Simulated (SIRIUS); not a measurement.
# Zr (Im-3m) in SIRIUS: further runs

One crystal, Zr, is run at these levels: PBE, PBEsol; tasks: single point.

All numbers are computed with SIRIUS, more than one build; they aren't measurements. Logs are shortened: lines on timing, memory, paths and dates and some standing lists are left out, and cuts for length are marked. The log counts tension as positive stress, the text compression.

**1. The crystal as given**

Symmetry: Im-3m, No. 229, cubic system. Conventional cell: a = 3.620 Å, b = 3.620 Å, c = 3.620 Å, α = 90.00°, β = 90.00°, γ = 90.00°. Zr (site symmetry m-3m) is surrounded by 8 Zr at 3.14 Å.

This isn't the form of Zr at room conditions, which is hcp.

**2. Single point, PBE**

The input, sirius.json:

```json
{
  "control": {
    "processing_unit": "cpu",
    "verbosity": 2,
    "num_bands_to_print": 13,
    "print_forces": true,
    "print_stress": true
  },
  "parameters": {
    "electronic_structure_method": "pseudopotential",
    "xc_functionals": ["XC_GGA_X_PBE", "XC_GGA_C_PBE"],
    "gk_cutoff": 8.2,
    "pw_cutoff": 16.4,
    "ngridk": [10, 10, 10],
    "shiftk": [0, 0, 0],
    "smearing": "fermi_dirac",
    "smearing_width": 0.0018374661,
    "num_bands": 13,
    "num_mag_dims": 0,
    "num_dft_iter": 100,
    "energy_tol": 1e-08,
    "density_tol": 1e-06
  },
  "iterative_solver": {
    "type": "davidson",
    "min_tolerance": 1e-09,
    "tolerance_scale": [0.1, 0.25]
  },
  "mixer": {
    "type": "anderson",
    "beta": 0.7,
    "max_history": 8
  },
  "settings": {
    "tol_ne": 1e-10,
    "pseudo_grid_cutoff": 6.5
  },
  "unit_cell": {
    "lattice_vectors": [
      [-3.420404285573, 3.420404285573, 3.420404285573],
      [3.420404285573, -3.420404285573, 3.420404285573],
      [3.420404285573, 3.420404285573, -3.420404285573]
    ],
    "atom_coordinate_units": "lattice",
    "atom_types": ["Zr"],
    "atom_files": {
      "Zr": "Zr.json"
    },
    "atoms": {
      "Zr": [
        [0.0, 0.0, 0.0]
      ]
    }
  }
}
```

Potentials or basis: PseudoDojo 0.4.1 PBE standard (scalar relativistic).

Launch:

```bash
> upf_to_json Zr.upf
> OMP_NUM_THREADS=1 sirius.scf --input=sirius.json --output=out.json --task=0
```

The log of the run:

```text
[info] SIRIUS version : 7.10.0
[info] number of MPI ranks           : 1
[info] MPI grid                      : 1 1
[info] maximum number of OMP threads : 1
[fft] FFT context for density and potential
[fft] =====================================
[fft]   comm size                             : 1
[fft]   plane wave cutoff                     : 16.4
[fft]   grid size                             : 36 36 36   total : 46656
[fft]   grid limits                           : -17 18   -17 18   -17 18
[fft]   number of G-vectors within the cutoff : 5997
[fft]   local number of G-vectors             : 5997
[fft]   number of G-shells                    : 333
[fft] FFT context for coarse grid
[fft] =====================================
[fft]   comm size                             : 1
[fft]   plane wave cutoff                     : 16.4
[fft]   grid size                             : 36 36 36   total : 46656
[fft]   grid limits                           : -17 18   -17 18   -17 18
[fft]   number of G-vectors within the cutoff : 5997
[fft]   local number of G-vectors             : 5997
[fft]   number of G-shells                    : 333
[unit cell] lattice vectors
[unit cell]   a1 :      -3.4204042856      3.4204042856      3.4204042856
[unit cell]   a2 :       3.4204042856     -3.4204042856      3.4204042856
[unit cell]   a3 :       3.4204042856      3.4204042856     -3.4204042856
[unit cell] reciprocal lattice vectors
[unit cell]   b1 :       0.0000000000      0.9184857670      0.9184857670
[unit cell]   b2 :       0.9184857670      0.0000000000      0.9184857670
[unit cell]   b3 :       0.9184857670      0.9184857670      0.0000000000
[unit cell] unit cell volume :       160.06350294 [a.u.^3]
[unit cell] 1/sqrt(omega)    :         0.07904126
[unit cell] MT volume        :         0.00000000 ( 0.00%)
[unit cell] IT volume        :       160.06350294 (100.00%)
[unit cell] number of atom types : 1
[unit cell] type id : 0 symbol : Zr mt_radius :  16.210000 num_atoms : 1
[unit cell] total number of atoms : 1
[unit cell] number of symmetry classes : 1
[unit cell] number of PAW atoms : 0
[unit cell] atom id  type id  class id             position                      vector_field
[unit cell] ------------------------------------------------------------------------------------------
[unit cell]      0        0        0      0.00000   0.00000   0.00000      0.00000   0.00000   0.00000
[unit cell] atom id         position (Cartesian, a.u.)
[unit cell] ---------------------------------------------
[unit cell]      0       0.000000    0.000000    0.000000
[unit cell] class id : 0 atom id : 0
[unit cell] minimum bond length:     5.924314
[unit cell] total number of pseudo wave-functions: 10
[sym] space group number   : 229
[sym] international symbol : Im-3m
[sym] Hall symbol          : -I 4 2 3
[sym] space group transformation matrix :
[sym]  -0.5000  0.5000  0.5000
[sym]   0.5000 -0.5000  0.5000
[sym]   0.5000  0.5000 -0.5000
[sym] space group origin shift :
[sym]   0.0000  0.0000  0.0000
[sym] number of space group operations  : 48
[sym] number of magnetic group operations : 48
[sym] metric tensor error: 7.1054e-15
[sym] rotation matrix error: 3.3307e-16
[sym] symmetry operations
[... list of symmetry operations ...]
[atom type] label          : Zr
[atom type] --------------------------------------------------------------------------------
[atom type] symbol         : Zr
[atom type] name           :
[atom type] zn             : 12
[... 171 lines left out ...]
[find] Hartree energy of density residual : 4.254990169580e-09
[find] | SCF iteration   3 out of 100|
[diagonalize] iterative solver tolerance (occupied, empty): 1.22014e-05 1.22014e-05
[diagonalize] average number of iterations: 1.93617
[find] Total energy                   :     -50.61731395 (Ha),    -101.23462790 (Ry)
[find] Free energy (E-TS)             :     -50.61791106 (Ha),    -101.23582212 (Ry)
[find] band gap (eV)                  :       0.00000000
[find] Efermi                         :       0.49905781
[find] iteration : 3, RMS : 6.872423937902e-06, energy difference : -2.226000063388e-06
[find] Hartree energy of density residual : 4.042939567273e-10
[find] | SCF iteration   4 out of 100|
[diagonalize] iterative solver tolerance (occupied, empty): 6.87242e-07 6.87242e-07
[... 20 lines left out ...]
[find] Free energy (E-TS)             :     -50.61791132 (Ha),    -101.23582265 (Ry)
[find] band gap (eV)                  :       0.00000000
[find] Efermi                         :       0.49905631
[find] iteration : 6, RMS : 2.994124001808e-07, energy difference : -5.305736294758e-09
[find] Hartree energy of density residual : 3.772605225838e-12
[find] | SCF iteration   7 out of 100|
[diagonalize] iterative solver tolerance (occupied, empty): 1.06878e-08 1.06878e-08
[diagonalize] average number of iterations: 2.17021
[find] Total energy                   :     -50.61731422 (Ha),    -101.23462844 (Ry)
[find] Free energy (E-TS)             :     -50.61791133 (Ha),    -101.23582265 (Ry)
[find] band gap (eV)                  :       0.00000000
[find] Efermi                         :       0.49905560
[find] iteration : 7, RMS : 5.080483010857e-08, energy difference : -2.153583977815e-09
[find] Hartree energy of density residual : 1.890859486600e-14
[find] bands are converged : true
[find] iterative solver converged : false
[find] +------------------------------+
[find] | SCF iteration   8 out of 100|
[find] +------------------------------+
[diagonalize] iterative solver tolerance (occupied, empty): 2.67195e-09 2.67195e-09
[diagonalize] average number of iterations: 1.85106
[diagonalize] Lowest band energies
[diagonalize] ik:    0   -1.286083   -0.460790   -0.460790   -0.460790    0.301461    0.538445    0.538445    0.538445    0.627363    0.627363    0.953939    0.953939    0.953939
[diagonalize] ik:    1   -1.285598   -0.464183   -0.461833   -0.460812    0.313534    0.530614    0.535341    0.550218    0.616636    0.627426    0.963523    0.975680    0.980748
[diagonalize] ik:    2   -1.284323   -0.472838   -0.464535   -0.460872    0.345444    0.512345    0.521339    0.584232    0.608506    0.629411    0.969054    1.011434    1.034858
[diagonalize] ik:    3   -1.282732   -0.483124   -0.467815   -0.460948    0.381251    0.493020    0.510806    0.616937    0.635901    0.635941    0.930349    0.962940    1.118785
[diagonalize] ik:    4   -1.281434   -0.491147   -0.470424   -0.461012    0.396527    0.479271    0.531418    0.626347    0.645517    0.693518    0.884049    0.895132    1.046695
[diagonalize] ...
[diagonalize] ik:   42   -1.278543   -0.487448   -0.479624   -0.476212    0.429389    0.441208    0.577284    0.586292    0.707971    0.751945    0.827492    0.886431    1.062645
[diagonalize] ik:   43   -1.278259   -0.485582   -0.482453   -0.477112    0.428236    0.430716    0.575980    0.635610    0.677768    0.762367    0.839195    0.855947    1.077904
[diagonalize] ik:   44   -1.277988   -0.483772   -0.481528   -0.481528    0.421028    0.423260    0.631587    0.631587    0.678056    0.713110    0.860729    0.860729    1.048680
[diagonalize] ik:   45   -1.277621   -0.484818   -0.482658   -0.481732    0.414426    0.416025    0.646086    0.648637    0.702269    0.762941    0.797654    0.818467    1.066694
[diagonalize] ik:   46   -1.277267   -0.483803   -0.483803   -0.483803    0.407297    0.407297    0.700145    0.700145    0.700145    0.764888    0.764888    0.764888    1.033491
[find] Charges and magnetic moments
[find] --------------------------------------------------------------------------------
[find] total charge          : 12.000000
[find] Energy
[find] --------------------------------------------------------------------------------
[find] valence_eval_sum               :      -3.63192027
[find] <rho|V^{XC}>                   :      -8.28133754
[find] <rho|E^{XC}>                   :     -10.00862330
[find] <mag|B^{XC}>                   :       0.00000000
[find] <rho|V^{H}>                    :      13.90982875
[find] one-electron contribution      :      -9.26041148 (Ha),     -18.52082297 (Ry)
[find] hartree contribution           :       6.95491438
[find] xc contribution                :     -10.00862330
[find] ewald contribution             :     -38.30319262
[find] PAW contribution               :       0.00000000
[find] smearing (-TS)                 :      -0.00059711
[find] SCF correction                 :      -0.00000119
[find] Total energy                   :     -50.61731422 (Ha),    -101.23462844 (Ry)
[find] Free energy (E-TS)             :     -50.61791133 (Ha),    -101.23582265 (Ry)
[find] band gap (eV)                  :       0.00000000
[find] Efermi                         :       0.49905573
[find] iteration : 8, RMS : 3.338796492641e-08, energy difference : 2.346354222027e-10
[find] Hartree energy of density residual : 7.299093819451e-14
[find] bands are converged : true
[find] iterative solver converged : true
[find] converged after 9 SCF iterations!
[find] Charges and magnetic moments
[find] --------------------------------------------------------------------------------
[find] total charge          : 12.000000
[find] Energy
[find] --------------------------------------------------------------------------------
[find] valence_eval_sum               :      -3.63192027
[find] <rho|V^{XC}>                   :      -8.28133754
[find] <rho|E^{XC}>                   :     -10.00862330
[find] <mag|B^{XC}>                   :       0.00000000
[find] <rho|V^{H}>                    :      13.90982875
[find] one-electron contribution      :      -9.26041148 (Ha),     -18.52082297 (Ry)
[find] hartree contribution           :       6.95491438
[find] xc contribution                :     -10.00862330
[find] ewald contribution             :     -38.30319262
[find] PAW contribution               :       0.00000000
[find] smearing (-TS)                 :      -0.00059711
[find] SCF correction                 :      -0.00000119
[find] Total energy                   :     -50.61731422 (Ha),    -101.23462844 (Ry)
[find] Free energy (E-TS)             :     -50.61791133 (Ha),    -101.23582265 (Ry)
[find] band gap (eV)                  :       0.00000000
[find] Efermi                         :       0.49905573
[ground_state] === stress tensor components [kbar] ===
[ground_state] === stress_kin ===
[ground_state] -17699.419120   -0.000000   -0.000000
[ground_state]    -0.000000-17699.419120    0.000000
[ground_state]    -0.000000    0.000000-17699.419120
[ground_state] === stress_har ===
[ground_state] -4261.238297   -0.000000   -0.000000
[ground_state]    -0.000000-4261.238297    0.000000
[ground_state]    -0.000000    0.000000-4261.238297
[ground_state] === stress_ewald ===
[ground_state] 23468.158265    0.000000    0.000000
[ground_state]     0.00000023468.158265   -0.000000
[ground_state]     0.000000   -0.00000023468.158265
[ground_state] === stress_vloc ===
[ground_state]  7260.946761    0.000000    0.000000
[ground_state]     0.000000 7260.946761   -0.000000
[ground_state]     0.000000   -0.000000 7260.946761
[ground_state] === stress_xc ===
[ground_state] -2996.098244   -0.000000   -0.000000
[ground_state]    -0.000000-2996.098244    0.000000
[ground_state]    -0.000000    0.000000-2996.098244
[ground_state] === stress_core ===
[ground_state]  7784.329033    0.000000    0.000000
[ground_state]     0.000000 7784.329033   -0.000000
[ground_state]     0.000000   -0.000000 7784.329033
[ground_state] === stress_nonloc ===
[ground_state] -13523.767223   -0.000000   -0.000000
[ground_state]    -0.000000-13523.767223    0.000000
[ground_state]    -0.000000    0.000000-13523.767223
[ground_state] === stress_us_nl ===
[ground_state] -13523.767223   -0.000000   -0.000000
[ground_state]    -0.000000-13523.767223    0.000000
[ground_state]    -0.000000    0.000000-13523.767223
[ground_state] === stress_total ===
[ground_state]    32.911176    0.000000    0.000000
[ground_state]     0.000000   32.911176   -0.000000
[ground_state]     0.000000   -0.000000   32.911176
[ground_state] ==== total Forces in Ha/bohr =====
[ground_state] atom:    0, force:       0.0000000      0.0000000      0.0000000
[... 8 lines left out ...]
[ground_state] ==== Ewald forces from ions =====
[ground_state] atom:    0, force:       0.0000000      0.0000000      0.0000000
[~DFT_ground_state] local op. applied: 12814
[~DFT_ground_state] evp. work count: 3992.36
[~DFT_ground_state] number of iterative solver steps: 1111
```

It took 13 s on 1 thread of Arm Neoverse V2, shared host; peak memory 0.25 GiB.

What came out:

| Quantity | Value |
| --- | --- |
| Free energy | -1377.3835 eV |
| Pressure | -3.3 GPa |
| Band gap on the k mesh | none (metal or under the smearing width) |

(Continued in part 2 of 2.)
